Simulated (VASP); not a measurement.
Crystal: BaTiO3.

```
Ba Ti O
1.0
     4.00600    0.00000    0.00000
     0.00000    4.00600    0.00000
     0.00000    0.00000    4.00600
Ba Ti O
1 1 3
Cartesian
  2.0030 2.0030 2.0030
  0.0000 0.0000 0.0000
  0.0000 0.0000 2.0030
  0.0000 2.0030 0.0000
  2.0030 0.0000 0.0000
```

Program: VASP 6.6.1. Alike in all runs: task band structure; cell as given; cutoff (eV) 520; smearing gaussian 0.02 eV.

Q: Order these runs on this cell by their pressure, lowest first.
A. level HSE06; potentials or basis VASP PAW PBE potentials, release 64 (Ba_sv, Ti_sv, O); spin off; k mesh 4 × 4 × 4; grid for exact exchange (PRECFOCK) Fast; screening parameter 0.2 1/A
B. level r2SCAN; potentials or basis VASP PAW PBE potentials, release 64 (Ba_sv, Ti_sv, O); spin off; k mesh 8 × 8 × 8
C. level LDA; potentials or basis VASP PAW LDA potentials, release 64 (Ba_sv, Ti_sv, O); spin SOC, no magnetisation; k mesh 6 × 6 × 6
D. level PBE; potentials or basis VASP PAW PBE potentials, release 64 (Ba_sv, Ti_sv, O); spin SOC, no magnetisation; k mesh 6 × 6 × 6

A: C (-7.3 GPa), A (-2.2 GPa), B (0.3 GPa), D (3.4 GPa).

Caveats: the PAW data sets were made with another functional, which shifts forces and pressure a little (some runs).

Not every run made on this cell is shown here.
